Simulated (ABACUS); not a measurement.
# InP (F-43m) in ABACUS: notebook

Aim: see how the results for InP move with the level of theory and the settings. Levels: revPBE, revTPSS, BP86. Tasks: single point.

Everything below comes from runs of ABACUS 3.10.1. Logs are shortened: lines on timing, memory, paths and dates and some standing lists are left out, and cuts for length are marked.

**The experiment to reproduce.**

A printed reference work, data compilation reports, for a bulk crystal of InP at 1.6 K: band gap 1.4236 eV (direct).

How close the calculation comes is told below.

### 1 The crystal as given

The structure is cubic, space group F-43m (No. 216). The conventional cell has a = 5.861 Å, b = 5.861 Å, c = 5.861 Å, α = 90.00°, β = 90.00°, γ = 90.00°. Around In (site symmetry -43m) lie 4 P at 2.54 Å. P (site symmetry -43m) is surrounded by 4 In at 2.54 Å.

### 2 Single point, revPBE

File run_abacus.py:

```python
"""ABACUS run from a structure file: ASE reads it, the script writes STRU, KPT and INPUT."""
import re
import subprocess
import spglib
from ase import Atoms
from ase.io import read
from ase.units import Bohr

atoms = read("InP.cif")
cell, frac, numbers = spglib.standardize_cell((atoms.cell[:], atoms.get_scaled_positions(), atoms.numbers), to_primitive=True, symprec=1e-4)
atoms = Atoms(numbers=numbers, cell=cell, scaled_positions=frac, pbc=True)  # the primitive cell
atoms = atoms[(-atoms.numbers).argsort(kind="stable")]  # ABACUS lists atoms element by element
pseudo = {'In': 'In.upf', 'P': 'P.upf'}
orbital = {}
magmoms = None
kmesh = [6, 6, 6]
params = {
    'suffix': 'InP',
    'calculation': 'scf',
    'basis_type': 'pw',
    'pseudo_dir': './',
    'symmetry': 1,
    'dft_functional': 'revpbe',
    'ecutwfc': 71,
    'pseudo_rcut': 10,
    'nspin': 1,
    'nbands': 19,
    'ks_solver': 'dav',
    'smearing_method': 'fd',
    'smearing_sigma': 0.00367493,
    'scf_thr': 1e-08,
    'scf_nmax': 100,
    'mixing_type': 'broyden',
    'mixing_beta': 0.7,
    'cal_force': 1,
    'cal_stress': 1,
    'out_chg': 1,
    'kpar': 4,
}

symbols = atoms.get_chemical_symbols()
elements = list(dict.fromkeys(symbols))
lines = ["ATOMIC_SPECIES"] + [f"{e} {atoms.get_masses()[symbols.index(e)]:.4f} {pseudo[e]}" for e in elements]
if orbital:
    lines += ["", "NUMERICAL_ORBITAL"] + [orbital[e] for e in elements]
lines += ["", "LATTICE_CONSTANT", f"{1 / Bohr:.10f}", "", "LATTICE_VECTORS"]
lines += [" ".join(f"{x:.10f}" for x in v) for v in atoms.cell]
lines += ["", "ATOMIC_POSITIONS", "Direct"]
for e in elements:
    lines += ["", e, "0.0", str(symbols.count(e))]
    for i, p in enumerate(atoms.get_scaled_positions(wrap=False)):
        if symbols[i] == e:
            mag = "" if magmoms is None else " mag " + " ".join(str(x) for x in (magmoms[i] if isinstance(magmoms[i], list) else [magmoms[i]]))
            lines.append(" ".join(f"{x:.10f}" for x in p) + " 1 1 1" + mag)
open("STRU", "w").write("\n".join(lines) + "\n")
open("KPT", "w").write("K_POINTS\n0\nGamma\n%d %d %d 0 0 0\n" % tuple(kmesh))
open("INPUT", "w").write("INPUT_PARAMETERS\n" + "".join(f"{k:<20s}{v}\n" for k, v in params.items()))

done = subprocess.run(['mpirun', '-np', '4', 'abacus'])
if done.returncode:
    raise SystemExit(done.returncode)
log = open("OUT.InP/running_scf.log").read()
print("final energy (eV):", re.findall(r"FINAL_ETOT_IS (\S+)", log))
```

File InP.cif:

```cif
data_InP
_cell_length_a 5.86100000
_cell_length_b 5.86100000
_cell_length_c 5.86100000
_cell_angle_alpha 90.00000000
_cell_angle_beta 90.00000000
_cell_angle_gamma 90.00000000
_space_group_name_H-M_alt 'F-43m'
_space_group_name_Hall 'F -4 2 3'
_space_group_IT_number 216
loop_
_space_group_symop_operation_xyz
'x,y,z'
'y,-x,-z'
'-x,-y,z'
'-y,x,-z'
'x,-y,-z'
'y,x,z'
'-x,y,-z'
'-y,-x,z'
'z,x,y'
'-z,y,-x'
'z,-x,-y'
'-z,-y,x'
'-z,x,-y'
'z,y,x'
'-z,-x,y'
'z,-y,-x'
'y,z,x'
'-x,-z,y'
'-y,z,-x'
'x,-z,-y'
'-y,-z,x'
'x,z,y'
'y,-z,-x'
'-x,z,-y'
'x,y+1/2,z+1/2'
'y,-x+1/2,-z+1/2'
'-x,-y+1/2,z+1/2'
'-y,x+1/2,-z+1/2'
'x,-y+1/2,-z+1/2'
'y,x+1/2,z+1/2'
'-x,y+1/2,-z+1/2'
'-y,-x+1/2,z+1/2'
'z,x+1/2,y+1/2'
'-z,y+1/2,-x+1/2'
'z,-x+1/2,-y+1/2'
'-z,-y+1/2,x+1/2'
'-z,x+1/2,-y+1/2'
'z,y+1/2,x+1/2'
'-z,-x+1/2,y+1/2'
'z,-y+1/2,-x+1/2'
'y,z+1/2,x+1/2'
'-x,-z+1/2,y+1/2'
'-y,z+1/2,-x+1/2'
'x,-z+1/2,-y+1/2'
'-y,-z+1/2,x+1/2'
'x,z+1/2,y+1/2'
'y,-z+1/2,-x+1/2'
'-x,z+1/2,-y+1/2'
'x+1/2,y,z+1/2'
'y+1/2,-x,-z+1/2'
'-x+1/2,-y,z+1/2'
'-y+1/2,x,-z+1/2'
'x+1/2,-y,-z+1/2'
'y+1/2,x,z+1/2'
'-x+1/2,y,-z+1/2'
'-y+1/2,-x,z+1/2'
'z+1/2,x,y+1/2'
'-z+1/2,y,-x+1/2'
'z+1/2,-x,-y+1/2'
'-z+1/2,-y,x+1/2'
'-z+1/2,x,-y+1/2'
'z+1/2,y,x+1/2'
'-z+1/2,-x,y+1/2'
'z+1/2,-y,-x+1/2'
'y+1/2,z,x+1/2'
'-x+1/2,-z,y+1/2'
'-y+1/2,z,-x+1/2'
'x+1/2,-z,-y+1/2'
'-y+1/2,-z,x+1/2'
'x+1/2,z,y+1/2'
'y+1/2,-z,-x+1/2'
'-x+1/2,z,-y+1/2'
'x+1/2,y+1/2,z'
'y+1/2,-x+1/2,-z'
'-x+1/2,-y+1/2,z'
'-y+1/2,x+1/2,-z'
'x+1/2,-y+1/2,-z'
'y+1/2,x+1/2,z'
'-x+1/2,y+1/2,-z'
'-y+1/2,-x+1/2,z'
'z+1/2,x+1/2,y'
'-z+1/2,y+1/2,-x'
'z+1/2,-x+1/2,-y'
'-z+1/2,-y+1/2,x'
'-z+1/2,x+1/2,-y'
'z+1/2,y+1/2,x'
'-z+1/2,-x+1/2,y'
'z+1/2,-y+1/2,-x'
'y+1/2,z+1/2,x'
'-x+1/2,-z+1/2,y'
'-y+1/2,z+1/2,-x'
'x+1/2,-z+1/2,-y'
'-y+1/2,-z+1/2,x'
'x+1/2,z+1/2,y'
'y+1/2,-z+1/2,-x'
'-x+1/2,z+1/2,-y'
loop_
_atom_site_label
_atom_site_type_symbol
_atom_site_symmetry_multiplicity
_atom_site_Wyckoff_symbol
_atom_site_fract_x
_atom_site_fract_y
_atom_site_fract_z
_atom_site_occupancy
In1 In 4 a 0.0000000000 0.0000000000 0.0000000000 1
P1 P 4 c 0.2500000000 0.2500000000 0.2500000000 1
```

Potentials or basis: PseudoDojo NC SR 0.4.1 PBE standard, plane waves.

Launch:

```sh
OMP_NUM_THREADS=1 python run_abacus.py > log
```

running log:

```text
ABACUS v3.10.1

               Atomic-orbital Based Ab-initio Computation at UStc

 ------------------------------------------------------------------------------------

 READING GENERAL INFORMATION
                           global_out_dir = OUT.InP/
                           global_in_card = INPUT
                               pseudo_dir = ./
[... 8 lines left out ...]

 READING ATOM TYPE 1
                               atom label = In
                      L=0, number of zeta = 1
                      L=1, number of zeta = 1
                      L=2, number of zeta = 1
             number of atom for this type = 1

 READING ATOM TYPE 2
                               atom label = P
                      L=0, number of zeta = 1
                      L=1, number of zeta = 1
                      L=2, number of zeta = 1
             number of atom for this type = 1

                        TOTAL ATOM NUMBER = 2
DIRECT COORDINATES
    atom                   x                   y                   z     mag                  vx                  vy                  vz
taud_In1            0.0000000000        0.0000000000        0.0000000000  0.0000        0.0000000000        0.0000000000        0.0000000000
taud_P1            0.2500000000        0.2500000000        0.2500000000  0.0000        0.0000000000        0.0000000000        0.0000000000

                          Volume (Bohr^3) = 339.666
                             Volume (A^3) = 50.3332

 Lattice vectors: (Cartesian coordinate: in unit of a_0)
                   +0             +2.9305             +2.9305
              +2.9305                  +0             +2.9305
              +2.9305             +2.9305                  +0
 Reciprocal vectors: (Cartesian coordinate: in unit of 2 pi/a_0)
            -0.170619           +0.170619           +0.170619
            +0.170619           -0.170619           +0.170619
            +0.170619           +0.170619           -0.170619
 The esolver type has been set to : ksdft_pw

                PAO radial cut off (Bohr) = 10

 Read in pseudopotential file is In.upf
                     pseudopotential type = NC
          exchange-correlation functional = PBE
                 nonlocal core correction = 1
                        valence electrons = 13
                                     lmax = 2
                           number of zeta = 3
                     number of projectors = 6
                           L of projector = 0
                           L of projector = 0
                           L of projector = 1
                           L of projector = 1
                           L of projector = 2
                           L of projector = 2
 XC functional updated to : revpbe
          exchange-correlation functional = REVPBE
                PAO radial cut off (Bohr) = 10

 Read in pseudopotential file is P.upf
                     pseudopotential type = NC
          exchange-correlation functional = PBE
                 nonlocal core correction = 1
                        valence electrons = 5
                                     lmax = 2
                           number of zeta = 2
                     number of projectors = 6
                           L of projector = 0
                           L of projector = 0
                           L of projector = 1
                           L of projector = 1
                           L of projector = 2
                           L of projector = 2
 XC functional updated to : revpbe
          exchange-correlation functional = REVPBE
     initial pseudo atomic orbital number = 13

 SETUP THE ELECTRONS NUMBER
            electron number of element In = 13
[... 124 lines left out ...]
[... K-POINTS DIRECT COORDINATES: 16 rows ...]

           k-point number in this process = 4
       minimum distributed K point number = 4
[... stars of the k points ...]

[... K-POINTS CARTESIAN COORDINATES: 4 rows ...]

[... K-POINTS DIRECT COORDINATES: 4 rows ...]

 SETUP PLANE WAVES FOR WAVE FUNCTIONS
     energy cutoff for wavefunc (unit:Ry) = 71
              fft grid for wave functions = [ 45, 45, 45 ]
                    number of plane waves = 4015
                         number of sticks = 337

 PARALLEL PW FOR WAVE FUNCTIONS
     PROC   COLUMNS(POT)             PW
        1            337           4015
 --------------- sum -------------------
        1            337           4015

 SETUP NONLOCAL PSEUDOPOTENTIALS IN PLANE WAVE BASIS
 In non-local projectors:
 projector 1 L=0
 projector 2 L=0
 projector 3 L=1
 projector 4 L=1
 projector 5 L=2
 projector 6 L=2
 P non-local projectors:
 projector 1 L=0
 projector 2 L=0
 projector 3 L=1
 projector 4 L=1
 projector 5 L=2
 projector 6 L=2
      TOTAL NUMBER OF NONLOCAL PROJECTORS = 36

 Init Non-Local PseudoPotential table :
 Init Non-Local-Pseudopotential done.

                                     npwx = 3479

 Make real space PAO into reciprocal space.
       max mesh points in Pseudopotential = 1001
     dq(describe PAO in reciprocal space) = 0.01
                                    max q = 1015

 number of pseudo atomic orbitals for In is 3
WARNING: norm of atomic wavefunction # 2 of atomic type In is 0.999992, renormalized
WARNING: norm of atomic wavefunction # 3 of atomic type In is 0.998067, renormalized

 number of pseudo atomic orbitals for P is 2
WARNING: norm of atomic wavefunction # 2 of atomic type P is 0.999977, renormalized

 -------------------------------------------
 SELF-CONSISTENT
 -------------------------------------------
                                 init_chg = atomic

 PW ALGORITHM --------------- ION=   1  ELEC=   1--------------------------------
 Notice: Threshold on eigenvalues was too large.
 hsover_error=0.18 > DRHO=0.114725
 Origin diag ethr = 0.01
 New diag ethr = 0.000637362

 Density error is 0.114619646303
                          Error Threshold = 0.000637362239792
----------------------------------------------------------
     Energy           Rydberg                 eV
----------------------------------------------------------
 E_KohnSham     -146.8294900004      -1997.7176984389
 E_Harris       -147.7548098832      -2010.3073213180
 E_Fermi        0.5136035363         6.9879346071
----------------------------------------------------------
[... 63 lines left out ...]
 Density error is 1.98151698396e-09
                          Error Threshold = 4.89956104308e-10
----------------------------------------------------------
     Energy           Rydberg                 eV
----------------------------------------------------------
 E_KohnSham     -146.8589481067      -1998.1184965378
 E_KS(sigma->0) -146.8589479295      -1998.1184941263
 E_Harris       -146.8587856142      -1998.1162857133
 E_band         -3.5894232202        -48.8366083281
 E_one_elec     -49.6987573032       -676.1862828427
 E_Hartree      36.8922777949        501.9451902089
 E_xc           -44.3320641029       -603.1686759007
 E_Ewald        -89.7204041410       -1220.7087231805
 E_entropy(-TS) -0.0000003545        -0.0000048229
 E_descf        0.0000000000         0.0000000000
 E_exx          0.0000000000         0.0000000000
 E_Fermi        0.5606710192         7.6283205648
----------------------------------------------------------

 charge density convergence is achieved
 final etot is -1998.1184965 eV
 EFERMI = 7.6283205648 eV

 STATE ENERGY(eV) AND OCCUPATIONS    NSPIN == 1
 1/4 kpoint (Cartesian) = 0.0000 0.0000 0.0000 (3479 pws)
       1       -7.04616     0.00925926
       2       -7.04616     0.00925926
       3       -7.04616     0.00925926
       4       -6.89898     0.00925926
       5       -6.89898     0.00925926
       6       -4.28953     0.00925926
[... 74 lines left out ...]
      18        19.9533        0.00000
      19        19.9533        0.00000

------------------------------------------------------------------------------------------
 TOTAL-FORCE (eV/Angstrom)
------------------------------------------------------------------------------------------
                       In1         0.0000000000         0.0000000000         0.0000000000
                        P1         0.0000000000         0.0000000000         0.0000000000
------------------------------------------------------------------------------------------

----------------------------------------------------------------
 TOTAL-STRESS (KBAR)
----------------------------------------------------------------
        45.7241682282        -0.0000000000         0.0000000000
        -0.0000000000        45.7241682282         0.0000000000
        -0.0000000000         0.0000000000        45.7241682282
----------------------------------------------------------------
 TOTAL-PRESSURE: 45.724168 KBAR

 --------------------------------------------
 !FINAL_ETOT_IS -1998.1184965377624394 eV
 --------------------------------------------
```

It took 9.3 s on 4 MPI ranks of Intel Xeon Platinum 8259CL at 2.50GHz (Skylake/Cascade Lake), shared host; peak memory 0.36 GiB.

Results:

```
Free energy            : -1998.1185 eV
Pressure               : 4.6 GPa
Band gap on the k mesh : 0.80 eV, direct
```

Levels at points of the mesh, in eV from the valence-band top:
```csv
k point,band 5,band 6,band 7,band 8,band 9,band 10,band 11,band 12,band 13,band 14
"(0.00, 0.00, 0.00)",-14.10,-11.49,0.00,0.00,0.00,0.80,4.14,4.14,4.14,8.78
"(0.50, 0.50, 0.50)",-14.08,-9.79,-5.68,-0.96,-0.96,1.58,4.85,4.85,7.24,9.65
"(0.50, 0.50, 0.00)",-14.06,-9.14,-5.70,-2.30,-2.30,1.85,2.34,9.34,9.63,9.63
```

Caveat: the potentials were made for another functional, which shifts forces and pressure; spin-orbit coupling is left out, which moves the levels of the heavy elements.

### 3 Single point, revTPSS

run_abacus.py: that of step 2 with these lines changed.

```diff
@@ -12,6 +12,6 @@
 atoms = atoms[(-atoms.numbers).argsort(kind="stable")]  # ABACUS lists atoms element by element
-pseudo = {'In': 'In.upf', 'P': 'P.upf'}
+pseudo = {'In': 'In_ONCV_PBE-1.2.upf', 'P': 'P_ONCV_PBE-1.2.upf'}
 orbital = {}
 magmoms = None
-kmesh = [6, 6, 6]
+kmesh = [5, 5, 5]
 params = {
@@ -22,5 +22,5 @@
     'symmetry': 1,
-    'dft_functional': 'revpbe',
-    'ecutwfc': 71,
-    'pseudo_rcut': 10,
+    'dft_functional': 'MGGA_X_REVTPSS+MGGA_C_REVTPSS',
+    'ecutwfc': 82,
+    'pseudo_rcut': 7,
     'nspin': 1,
@@ -36,4 +36,6 @@
     'cal_stress': 1,
+    'mixing_tau': 1,
     'out_chg': 1,
-    'kpar': 4,
+    'out_pot': 2,
+    'out_elf': 1,
 }
```

InP.cif is that of step 2.

Potentials or basis: SG15 ONCV 1.2 PBE, plane waves.

Launch:

```sh
OMP_NUM_THREADS=1 python run_abacus.py > log
```

It took 11 s on 4 MPI ranks of Intel Xeon 6975P-C (Granite Rapids), shared host; peak memory 0.36 GiB.

The run converged. Its results:

* Free energy: -1598.2283 eV
* Pressure: 2.0 GPa
* Band gap on the k mesh: 0.75 eV, direct

Levels at points of the mesh, in eV from the valence-band top:
```tsv
k point	band 5	band 6	band 7	band 8	band 9	band 10	band 11	band 12	band 13	band 14
(0.00, 0.00, 0.00)	-13.96	-11.76	0.00	0.00	0.00	0.75	4.18	4.18	4.18	8.45
```

Caveat: the potentials were made for another functional, which shifts forces and pressure; spin-orbit coupling is left out, which moves the levels of the heavy elements.

### 4 Single point, BP86

File INPUT:

```
INPUT_PARAMETERS
suffix              InP
calculation         scf
basis_type          pw
pseudo_dir          ./
symmetry            1
dft_functional      GGA_X_B88+GGA_C_P86
ecutwfc             82
pseudo_rcut         10
nspin               1
nbands              23
ks_solver           dav
smearing_method     fd
smearing_sigma      0.00367493
scf_thr             1e-08
scf_nmax            100
mixing_type         broyden
mixing_beta         0.7
cal_force           1
cal_stress          1
out_chg             1
kpar                4
```

File STRU:

```
ATOMIC_SPECIES
In 114.8180 In.upf
P 30.9738 P.upf

LATTICE_CONSTANT
1.8897261246

LATTICE_VECTORS
0.0000000000 2.9305000000 2.9305000000
2.9305000000 0.0000000000 2.9305000000
2.9305000000 2.9305000000 0.0000000000

ATOMIC_POSITIONS
Direct

In
0.0
1
0.0000000000 0.0000000000 0.0000000000 1 1 1

P
0.0
1
0.7500000000 0.7500000000 0.7500000000 1 1 1
```

File KPT:

```
K_POINTS
0
Gamma
6 6 6 0 0 0
```

Potentials or basis: PseudoDojo NC SR 0.5 PBE stringent, plane waves.

Launch:

```sh
OMP_NUM_THREADS=1 mpirun -np 4 abacus > log
```

Wall time 8.2 s (4 MPI ranks of Intel Xeon Platinum 8488C (Sapphire Rapids), shared host); peak memory 0.4 GiB.

The run converged. Its results:

* Free energy: -5620.5311 eV
* Pressure: 3.8 GPa
* Band gap on the k mesh: 0.64 eV, direct

Levels at points of the mesh, in eV from the valence-band top:
| k point | band 11 | band 12 | band 13 | band 14 | band 15 | band 16 |
| --- | --- | --- | --- | --- | --- | --- |
| (0.00, 0.00, 0.00) | 0.00 | 0.00 | 0.00 | 0.64 | 4.06 | 4.06 |
| (0.50, 0.50, 0.50) | -5.76 | -0.98 | -0.98 | 1.45 | 4.79 | 4.79 |
| (0.50, 0.50, 0.00) | -5.80 | -2.33 | -2.33 | 1.76 | 2.25 | 9.20 |

Caveat: the potentials were made for another functional, which shifts forces and pressure; spin-orbit coupling is left out, which moves the levels of the heavy elements.

### 5 The runs side by side

```csv
level,potentials or basis,k mesh,cutoff (eV),radial cutoff of the potentials (pseudo_rcut),gap on the mesh (eV),pressure (GPa)
revPBE,"PseudoDojo NC SR 0.4.1 PBE standard, plane waves",6 × 6 × 6,966,10 bohr,0.80,4.6
revTPSS,"SG15 ONCV 1.2 PBE, plane waves",5 × 5 × 5,1116,7 bohr,0.75,2.0
BP86,"PseudoDojo NC SR 0.5 PBE stringent, plane waves",6 × 6 × 6,1116,10 bohr,0.64,3.8
```

Alike in all rows: task single point; no spin polarisation; cell as given; smearing fermi-dirac 0.05 eV.

Caveats: the potentials were made for another functional, which shifts forces and pressure; spin-orbit coupling is left out, which moves the levels of the heavy elements.

Absolute energies hang on the potentials; compare differences alone.

### 6 Against experiment

Step 2. Against the measured gap of InP, 1.4236 eV (direct; 1.6 K; a printed reference work, data compilation), the calculated 0.80 eV is off by -0.62 eV. Spin-orbit coupling on In is left out. The value is that of revPBE, without temperature or zero-point motion. Semilocal functionals fall short of measured gaps as a rule.

Step 3. Against the measured gap of InP, 1.4236 eV (direct; 1.6 K; a printed reference work, data compilation), the calculated 0.75 eV is off by -0.68 eV. Spin-orbit coupling on In is left out. The value is that of revTPSS, without temperature or zero-point motion.

Step 4. A measured gap of InP is 1.4236 eV (direct; 1.6 K; a printed reference work, data compilation); the calculated 0.64 eV misses it by -0.79 eV. Spin-orbit coupling on In is left out. The value is that of BP86, without temperature or zero-point motion.
